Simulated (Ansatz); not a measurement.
System: Tl (fcc type), 1 atom in the cell.

Computed with Ansatz, PBE with spin–orbit coupling, all-electron LAPW, point nucleus.

k-mesh 4×4×4 Γ-centred; Fermi–Dirac smearing of 0.15 eV.

```yaml
crystal:
  lattice:
    - [0.00000, 2.49330, 2.49330]
    - [2.49330, 0.00000, 2.49330]
    - [2.49330, 2.49330, 0.00000]
  atoms:
    - { symbol: Tl, position: [0.00000, 0.00000, 0.00000] }
```
Lattice in Å, positions in fractions of it.

Task: Is the cell under compression or tension, and by how much?

Result: The pressure is 0.33 GPa, so at these settings the cell is compressed and would expand.

The k-mesh is coarse, so these values belong to this mesh and can lie far from the converged ones. This cubic structure is a model: it isn't the usual form of the substance at ambient conditions, and such phases are metastable or hypothetical.
